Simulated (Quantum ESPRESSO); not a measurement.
# Zone-centre phonons of trigonal Se and zinc-blende SiC against k mesh: linear response in LDA

The usual rule of thumb says that a crystal with a gap needs only a modest k mesh, with a k-mesh length of roughly 20 Å. We test it on the highest zone-centre frequency of SiC, a wide-gap semiconductor for power devices, and of trigonal Se, a chain crystal used in photodetectors. In both materials Raman lines serve to identify the phase and to measure strain, so a sampling error could be misread as a real shift. Each crystal is held at one relaxed geometry while the mesh changes. The frequency change is taken against the densest mesh of the same crystal; it measures numerical convergence within LDA, not agreement with experiment.

## Systems and settings

Each crystal was relaxed once and then held fixed while the k mesh alone was changed. Program: Quantum ESPRESSO 7.5, plane waves, LDA, scalar-relativistic, no spin-orbit coupling, no spin. Crystals and potentials: Se (P3_121, 3 atoms), GBRV ultrasoft; SiC (zinc-blende), PseudoDojo. Cutoffs 544 to 1225 eV. Occupations: fixed. Modes by linear response at one wavevector. Times are rough, from shared Arm server processors. The same in all rows: wavevector of the run, in fractions of the reciprocal vectors: (0, 0, 0).

Notes on method and selection:

- The reference is the finest run of each crystal, which need not be fully converged.
- Published potential sets: PseudoDojo (norm-conserving), GBRV (ultrasoft).
- The coarsest settings were run to show the error; the highest mode is taken by rank and may there belong to another branch.
- Without the sum rule a spurious force shifts the squares of all zone-centre frequencies by about the square of the acoustic residue (exactly so for like masses); where the residue is large, it makes much or all of the change.
- Runs that did not converge, have known faults or may not be shown are not listed, and runs on Ansatz's PAW sets soft_1 and soft_2 are kept to separate tables.

Columns:

- k-mesh length (Å): k-mesh length, the least over the axes of divisions times cell-vector length.
- acoustic residue (cm⁻¹): acoustic residue: the largest of the three acoustic values at the zone centre, which should vanish; negative is imaginary.
- ε∞: electronic dielectric constant ε∞, a third of the trace.
- frequency change (%): change of the highest mode at the wavevector against the run at the densest mesh of the same crystal.
- highest mode (cm⁻¹): highest mode at the wavevector, as the response program prints it (no sum rule, no LO-TO term).
- pressure (GPa): pressure of the ground-state run, compression positive.
- cost (core-s): processor time, shared machines, rough.

Input lines of one member:

```
phonons
&INPUTPH
  prefix = 'x'
  outdir = './tmp'
  fildyn = 's.dyn'
  tr2_ph = 1.0d-18
  epsil  = .true.
/
0.000000000000 0.000000000000 0.000000000000
```

Command (options for logging and memory left out): `OMP_NUM_THREADS=1 mpirun -n 8 ph.x -nk 8 -in ph.in > ph.out`

## The series

| member | crystal and potentials | k-mesh length (Å) | acoustic residue (cm⁻¹) | ε∞ | frequency change (%) | highest mode (cm⁻¹) | pressure (GPa) | cost (core-s) | remark |
| --- | --- | --- | --- | --- | --- | --- | --- | --- | --- |
| k 2×2×1 | Se (P3_121, 3 atoms), GBRV ultrasoft | 5.1 | −6.0 | 33.743 | −3.5641 | 191.6 | −1.38 | 99 |  |
| k 3×3×2 | Se (P3_121, 3 atoms), GBRV ultrasoft | 10.2 | −5.9 | 836.916 | ? | ? | ? | 250 |  |
| k 4×4×3 | Se (P3_121, 3 atoms), GBRV ultrasoft | 15.4 | −5.9 | 36.773 | 0.4480 | 199.5 | 0.10 | 440 |  |
| k 6×6×4 | Se (P3_121, 3 atoms), GBRV ultrasoft | 20.5 | −5.9 | 116.907 | 0.0805 | 198.8 | −0.03 | 600 |  |
| k 8×8×5 | Se (P3_121, 3 atoms), GBRV ultrasoft | 25.6 | −5.9 | 28.462 | 0.0856 | 198.8 | −0.05 | 860 |  |
| k 10×10×7 | Se (P3_121, 3 atoms), GBRV ultrasoft | 35.8 | −5.9 | 29.619 | 0.0000 | 198.7 | −0.06 | 1500 | entry of the Crystallography Open Database |
| k 4×4×4 | SiC (zinc-blende), PseudoDojo | 12.2 | 0.5 | 9.313 | 0.3333 | 800.8 | 0.41 | 39 |  |
| k 6×6×6 | SiC (zinc-blende), PseudoDojo | 18.4 | −1.0 | 7.466 | 0.0489 | 798.5 | 0.05 | 66 |  |
| k 8×8×8 | SiC (zinc-blende), PseudoDojo | 24.5 | −0.7 | 7.021 | 0.0075 | 798.2 | 0.01 | 120 |  |
| k 10×10×10 | SiC (zinc-blende), PseudoDojo | 30.6 | 0.9 | 6.908 | 0.0013 | 798.1 | 0.01 | 180 |  |
| k 12×12×12 | SiC (zinc-blende), PseudoDojo | 36.7 | −0.9 | 6.879 | 0.0000 | 798.1 | 0.01 | 260 |  |
| k 14×14×14 | SiC (zinc-blende), PseudoDojo | 42.8 | 1.0 | 6.872 | 0.0000 | 798.1 | 0.01 | 370 |  |
| k 16×16×16 | SiC (zinc-blende), PseudoDojo | 48.9 | 1.5 | 6.870 | 0.0000 | 798.1 | 0.01 | 520 | known phase (3C) |

Cells marked ? are withheld until the estimate has been made.

## What drives the series

In SiC the frequency falls towards its reference from above. The change is 0.3333 % at 4×4×4, 0.0489 % at 6×6×6 and 0.0075 % at 8×8×8. The successive reductions are 0.3333 / 0.0489 = 6.8 and 0.0489 / 0.0075 = 6.5, for almost equal steps in k-mesh length. This is the behaviour expected of filled bands: the sampling error comes from Fourier components of a smooth periodic function at distances of about the k-mesh length $L$, and these decay roughly as $e^{-L/\lambda}$, with $\lambda$ a decay length set by the electronic structure.

Se is less regular. The change goes from −3.5641 % at 2×2×1 to +0.4480 % at 4×4×3, and is below 0.1 % from 6×6×4 onwards. The first figure compares two branches, because the highest mode is A1 on that mesh and the E pair in the reference. Since E lies below A1 there, the E pair itself is too low by more than 3.5641 %.

The dielectric constant of Se is far more sensitive. It reaches 836.916 at 3×3×2 and 116.907 at 6×6×4, against 29.619 on the densest mesh. If the meshes include Γ, these two are the only ones in the Se series that contain the zone-corner point (1/3, 1/3, 1/2). A very small LDA gap there would explain both values: the excesses over the densest mesh stand as (836.916 − 29.619) / (116.907 − 29.619) = 9.2, close to the ratio of the point's weights, 144 / 18 = 8. Small energy denominators enter $\varepsilon_\infty$ more steeply than they enter the force constants, which would explain why the highest frequency at 6×6×4 is hardly disturbed.

For the highest frequency to 0.1 %, the rule of thumb holds in both crystals. The cost is about 66 core-s for SiC at 6×6×6 and 600 core-s for Se at 6×6×4. The dielectric constant asks for more: in SiC it is still 7.021 / 6.870 = 1.022 times its reference value at 8×8×8.

## An estimate before looking

Plain estimates from the members shown:

- k 3×3×2 (Se (P3_121, 3 atoms), GBRV ultrasoft), straight-line interpolation between k 2×2×1 and k 4×4×3: w = (10.2 − 5.1) / (15.4 − 5.1) = 0.495, so −3.5641 + 0.495 × (0.4480 − (−3.5641)) = −1.5775 %

The straight-line estimate of −1.5775 % assumes that the error shrinks evenly with k-mesh length. SiC argues against this: a straight line between 4×4×4 and 8×8×8 gives about 0.17 % at 6×6×6, where the table has 0.0489 %. A geometric mean of the outer errors, which follows from exponential decay, gives √(0.3333 × 0.0075) = 0.0500 %, almost the tabulated value.

The 3×3×2 mesh of Se lies midway in length between 2×2×1 and 4×4×3, so the same route gives a magnitude of √(3.5641 × 0.4480) = 1.26 %.

The sign has to come from the branches. On 3×3×2 the highest mode is A1, whereas in the reference A1 lies below the E pair at 198.7 cm⁻¹. An A1 mode near its converged frequency would therefore give a negative change. A positive one would require the coarse mesh to raise A1 above the reference E pair. The small gap suggested by the dielectric constant may also lower the E pair on this mesh, which would leave A1 on top without any such rise. We therefore take the negative sign.

The route is weaker here than in SiC, because the outer members have opposite signs and belong to different branches. We set the error bar equal to the estimated magnitude, so that one standard deviation reaches zero change.

**Committed estimate, k 3×3×2 (Se (P3_121, 3 atoms), GBRV ultrasoft): frequency change = −1.3 ± 1.3 %.**

## The withheld result

| member | crystal and potentials | k-mesh length (Å) | acoustic residue (cm⁻¹) | ε∞ | frequency change (%) | highest mode (cm⁻¹) | pressure (GPa) | cost (core-s) |
| --- | --- | --- | --- | --- | --- | --- | --- | --- |
| k 3×3×2 | Se (P3_121, 3 atoms), GBRV ultrasoft | 10.2 | −5.9 | 836.916 | 0.7299 | 200.1 | 0.38 | 250 |

| member | estimate | frequency change (%) | computed | estimate − computed | miss in error bars |
| --- | --- | --- | --- | --- | --- |
| k 3×3×2 (Se (P3_121, 3 atoms), GBRV ultrasoft) | committed | −1.3000 | 0.7299 | −2.0299 | 1.6 |
| k 3×3×2 (Se (P3_121, 3 atoms), GBRV ultrasoft) | interpolation | −1.5775 | 0.7299 | −2.3074 |  |

The estimate of −1.3 ± 1.3 % missed the computed +0.7299 % by 2.0 percentage points, or 1.6 error bars. It was somewhat closer than the straight line, which missed by 2.3 points, but both had the wrong sign.

The sign argument failed because it assumed that A1 would stay near its converged frequency. The highest mode on 3×3×2 is A1 at 200.1 cm⁻¹, while in the reference A1 lies below the E pair at 198.7 cm⁻¹. The coarse mesh therefore raises A1 by more than 200.1 − 198.7 = 1.4 cm⁻¹, and in fact by many times that, since A1 lies far below the E pair in the reference. The E pair is lowered on this mesh, as we had allowed, but A1 rises as well. The geometric mean gave too large a magnitude as well, 1.26 % against 0.73 %. It had worked in SiC, where one branch approaches its limit from one side, and had no such basis in Se.

The result does not test our reading of the dielectric constant: no gaps are tabulated, and the small gap at the zone corner remains an inference from $\varepsilon_\infty$ itself. The small frequency change at 3×3×2 does not show that the force constants are good there, because it compares different branches. Followed singly, A1 and the E pair are each off by several times the listed 0.7299 %, in opposite directions. The 6×6×4 mesh is the fairer test: the highest mode is the E pair there as in the reference, and it changes by only 0.0805 % although $\varepsilon_\infty$ is 116.907. The error in the electric response is thus not carried over in proportion to this frequency.

## Where the trend breaks

The largest frequency change is that of Se at 2×2×1, −3.5641 %. With so few k points the forces between and along the chains are poorly sampled, and the E pair comes out so low that it falls below A1, the reverse of the order in the reference. The listed change greatly understates this. We used it before the estimate as a lower bound for the error of the E pair, which is correct but says little: the pair is too low by several times 3.5641 %, while A1 is well above its own reference value. The acoustic residue is not the cause: it is −6.0 cm⁻¹ there and −5.9 cm⁻¹ in the reference, so its effect on the squared frequencies nearly cancels.

In $\varepsilon_\infty$ the Se meshes 3×3×2 and 6×6×4 stand far above the rest. Both contain the zone-corner point if the meshes include Γ, and a small LDA gap there, given the weight of a whole mesh cell, is the likeliest reason. The two densest Se meshes miss that point. Their values, 28.462 and 29.619, still differ by 4 %, and the reference may itself be off in $\varepsilon_\infty$.

## Cost against accuracy

In SiC the step from 6×6×6 to 16×16×16 raises the cost from 66 to 520 core-s, a factor of about 8, and moves the frequency by only 0.4 cm⁻¹. The dielectric constant gains more from a denser mesh: it is 8.7 % above the reference at 6×6×6 and 0.6 % above it at 10×10×10, which takes 180 core-s.

In Se the step from 6×6×4 to 10×10×7 costs 1500 instead of 600 core-s and changes the highest mode by only 0.0805 × 198.7 / 100 = 0.16 cm⁻¹. The lower optical modes move by more and gain more from the step. The fall of $\varepsilon_\infty$ from 116.907 to 29.619 is not simply a reward for density: the coarser 4×4×3 mesh, at 440 core-s, already gives 36.773, or 36.773 / 29.619 = 1.24 times the reference. What sets 6×6×4 apart is more likely that it contains the zone-corner point, which 4×4×3 and the two densest meshes miss. Leaving that point out removes the very high values but does not by itself make $\varepsilon_\infty$ converged.

## Closing remarks

A k-mesh length of about 20 Å brings the highest mode within 0.1 % of the densest run in both crystals; it does not do so for the lower optical modes of Se, which are all still off by more than 0.1 % at 6×6×4. For SiC at 6×6×6 the error of the highest mode is 798.5 − 798.1 = 0.4 cm⁻¹. An intermediate SiC mesh can be estimated well from the geometric mean of its neighbours' errors; for the one coarse Se mesh tried, the same route gave neither the sign nor the size. A settled frequency is no evidence of a settled dielectric constant, which should be checked on meshes with and without the point of smallest gap.

Two effects outside this test outweigh the mesh error beyond the coarsest runs. The LO-TO term would lift the longitudinal mode of SiC by very roughly 20 % above the value listed. In Se, LDA binds the chains too closely and weakens the bonds within them, which lowers the upper E pair by roughly 15 % against experiment and A1 by clearly more. The order of the two is thereby reversed: measured, A1 lies slightly above the E pair, whereas in the reference it lies well below. Raman lines of Se should therefore not be assigned by rank from these runs. The two coarsest Se meshes put A1 on top, as in experiment, but only through their sampling error.

[Logs are printed without paths, hosts, clocks, repeated set-up lines and the standing remarks that a program may print on its own settings, such as how far it seeks lower states.]
